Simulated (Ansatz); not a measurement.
The system is FeO (Wuestite).

```xyz
2
Lattice="1.5188 0.8769 2.5196 -1.5188 0.8769 2.5196 0.0000 -1.7538 2.5196" Properties=species:S:1:pos:R:3 pbc="T T T"
Fe    0.0000    0.0000    0.0000
O     0.0000    0.0000    3.7794
```

Base run:

```yaml
Program: Ansatz 0.2.0
Functional: r2SCAN
Potentials_or_basis: Ansatz PAW
Cutoff: 500 eV
Density_cutoff: 2000 eV
k_mesh: 11 × 11 × 11
Occupations: fermi-dirac, width 0.05 eV
Spin: collinear spin, ferromagnetic start
Starting_moments: "[3.0, 0.0] μB"
```

Its results: band gap on the k mesh none (metal or under the smearing width); pressure -5.8 GPa; net moment 4.00 μB per cell; site moments Fe +3.52; O +0.29 μB.

The run is repeated on the same cell with these changes: functional from r2SCAN to PBE; cutoff from 500 eV to 420 eV; density cutoff from 2000 eV to 1680 eV. What comes out?

Band gap on the k mesh none (metal or under the smearing width); pressure -1.2 GPa; net moment 4.00 μB per cell; site moments Fe +3.45; O +0.32 μB.

Caveats: a cell with one magnetic atom can't hold antiferromagnetic order, which such compounds often take; semilocal functionals often make such compounds metallic where correlation or magnetic order opens a gap, which also shifts bond lengths; the magnetic or orbital state may not be the lowest (some runs); the PAW data sets come from PBE, with cores solved anew for the run's functional, which leaves a small shift of forces and pressure (some runs).

Not every run made on this cell is shown here.
